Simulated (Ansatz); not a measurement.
# NbAs in Ansatz: the effect of target pressure

NbAs:

```
CELL_PARAMETERS angstrom
-1.72585 1.72585 5.84000
1.72585 -1.72585 5.84000
1.72585 1.72585 -5.84000
ATOMIC_POSITIONS crystal
Nb 0.50000 0.00000 0.50000
Nb 0.75000 0.75000 0.00000
As 0.91600 0.41600 0.50000
As 0.16600 0.16600 0.00000
```

Alike in all runs:

- Program: Ansatz 0.2.0
- Task: relaxation of cell and atoms
- Functional: PBEsol
- Potentials or basis: Ansatz PAW
- Cutoff: 420 eV (not typed: the program's choice for these potentials)
- k mesh: 11 × 11 × 11
- Occupations: fermi-dirac, width 0.05 eV
- Spin: no spin polarisation

Each run relaxes the cell or the atoms first.

| target pressure | relaxed volume (Å³/atom) |
| --- | --- |
| 0 GPa | ? |
| 2 GPa | 16.96 |
| 5 GPa | 16.69 |
| 10 GPa | 16.29 |
| 20 GPa | 15.61 |
| 30 GPa | 15.05 |

Problem. What does the run with target pressure 0 GPa give?

Solution. Relaxed volume 17.15 Å³/atom.

Worked out: In Murnaghan's law V^(-B') rises as a straight line in P. The other rows fit best with B' = 4.0, V0 = 17.15 Å³/atom and B0 = 175 GPa, which gives 17.15 Å³/atom at 0 GPa, against the run's 17.15.

Caveats: the plane-wave basis is chosen anew once the cell has moved, so the energies of steps on either side of that aren't comparable; the PAW data sets come from PBE, with cores solved anew for the run's functional, which leaves a small shift of forces and pressure.
